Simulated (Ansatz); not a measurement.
## Structure search: one C candidate

These are results of DFT PBE, scalar-relativistic, plane waves, PAW in Ansatz 0.2.0, not measurements. Cutoff 420 eV, Gaussian smearing, Γ-centred meshes. Cell and atoms relax first on a coarse mesh and then on a converged one. In between, the cell is made exact in the group found at 0.06 Å. The steps can't lower the symmetry of their start. No spin polarisation in the relaxation; trial moments died out in a coarse test.

The guess for C was made by a generator: 3-, 4-connected net, elements by coordination (Pmna, No. 53). The dimensions are guesses.

```xyz
8
Lattice="4.8639 0.0000 0.0000 0.0000 3.6412 0.0000 0.0000 0.0000 2.3704" Properties=species:S:1:pos:R:3 pbc="T T T"
C     0.0000    0.6180    0.4008
C     2.4320    3.0233    1.5860
C     2.4320    0.6180    0.7844
C     0.0000    3.0233    1.9695
C     1.2160    1.3955    0.5926
C     1.2160    2.2458    1.7778
C     3.6480    2.2458    1.7778
C     3.6480    1.3955    0.5926
```

Energies count from the standard state of C at the same level.

**Question.** Where does the relaxation end?

**Answer.** The symmetry goes from Pmna (No. 53) to Fd-3m (No. 227), and the primitive cell from 8 to 2 atoms. The end has the diamond type. The volume per atom grows by 8.5 %, from 5.2 to 5.7 Å³. The shortest distance goes from 1.46 Å (C–C) to 1.55 Å (C–C). The energy falls by about 0.73 eV/atom (the start's value is from the coarse mesh). The end is written in a standard setting, so origin, axes and order of atoms can differ from the start's. Conventional cell: a = 3.571 Å. C is surrounded by 4 C at 1.55 Å.

```
C
1.0
     0.00000    1.78573    1.78573
     1.78573    0.00000    1.78573
     1.78573    1.78573    0.00000
C
2
Cartesian
  1.7857 1.7857 1.7857
  2.6786 2.6786 2.6786
```

**Question.** How does it come out in energy, and is it a metal?

**Answer.** The energy over the standard state is +0.136 eV/atom and the gap on the 12×12×12 mesh of the 2-atom cell is 4.15 eV.

So it is a metastable form at best.

The last run used Gaussian smearing of 0.02 eV. Kohn–Sham gaps at this level usually fall short of measured ones. The reference form of C is held partly by dispersion forces, which this level lacks. Symmetry constrained the relaxation, so the result can be a saddle point. In all, the 3 runs took 37 s on 1 thread of Arm Neoverse V1 (shared host).
